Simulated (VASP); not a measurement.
# TaS2 under changes of volume

One of the cells (19.364 Å³/atom); the others are scaled copies at fixed shape and fractional positions:

```
Ta S
1.0
     3.37219    0.00000    0.00000
    -1.68609    2.92040    0.00000
     0.00000    0.00000    5.89881
Ta S
1 2
Direct
  0.00000 0.00000 0.00000
  0.66667 0.33333 0.75000
  0.33333 0.66667 0.25000
```

| Item | Value |
| --- | --- |
| Program | VASP 6.6.1 |
| Functional | PBE |
| Potentials or basis | VASP PAW PBE potentials, release 64 (Ta_pv, S) |
| Cutoff | 520 eV |
| k mesh | 9 × 9 × 5 |
| Occupations | fermi-dirac, width 0.05 eV |
| Spin | no spin polarisation |

```csv
volume (Å³/atom),energy over the lowest point (meV/atom),pressure (GPa),largest force (eV/Å)
17.845,?,?,?
18.225,94.14,16.2,2.001
18.605,60.07,12.5,1.608
19.364,16.25,6.1,0.903
19.744,5.00,3.3,0.585
20.123,0.00,0.8,0.289
```

Q: What does the run at 17.845 Å³/atom give?

A: Energy over the lowest point 137.43 meV/atom; pressure 20.3 GPa; largest force 2.422 eV/Å.

Worked out: A Birch-Murnaghan fit of order 3 (a polynomial in V^(-2/3)) to the other rows has its minimum at 20.26 Å³/atom, just outside them, with B0 = V·E''(V) = 124 GPa and B' = 4.0 at fixed shape and positions, which overstates the stiffness. It gives 137.43 meV/atom at 17.845 Å³/atom, against the run's 137.43, and -dE/dV = 20.3 GPa, against 20.3.

Energies are extrapolated to zero smearing.

Caveats: this functional lacks dispersion, which binds the layers, so the pressure and a relaxed spacing across them are unreliable; forces of over 1 eV/Å show positions far from the minimum, so gaps and moduli don't describe the material at rest (some runs).
